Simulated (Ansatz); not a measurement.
## AgCl: energy along a strain

AgCl, Fm-3m, a = 5.546 Å (as given, not relaxed at this level: 1.6 GPa). Ansatz: PBE, PAW, 420 eV, Γ-centred 8×8×8 mesh on 2 atoms, Gaussian smearing 0.05 eV; no spin polarisation. Cell vectors (Å): 0.000 2.773 2.773; 2.773 0.000 2.773; 2.773 2.773 0.000. The cell is strained by x per cent times the pattern (0 1 0 0 0 0) in the order xx yy zz yz xz xy (engineering shears), with fractional coordinates held. y is the free energy over the start, V0 = 21.327 Å³/atom.

```
x (%) y (meV/atom)
-4.00         17.18
-3.00         11.05
-2.00             ?
-1.00          2.61
 0.00          0.00
 1.00         -1.72
 2.00         -2.66
 3.00         -2.92
 3.50         -2.82
 4.00         -2.60
```

Q: Fit y = c1 x + c2 x² + c3 x³ to the other rows, get the stiffness along the pattern, and predict the missing energy.

A: Least squares on the rows shown. y = −2.1492 x + 0.45453 x² − 0.020174 x³. The clamped-ion stiffness p·C·p = 2 × 4.545 eV × 160.2 / 21.327 Å³ = 68 GPa, which is C22 in these axes (C11 of the cubic crystal) (second derivative at the start, which stands under stress). At x = -2.00 the fit asked for gives 6.28 meV/atom. The run gave 6.25 meV/atom, so the fit is 0.03 meV/atom too high, within twice the rms miss on the fitted rows (0.02 meV/atom).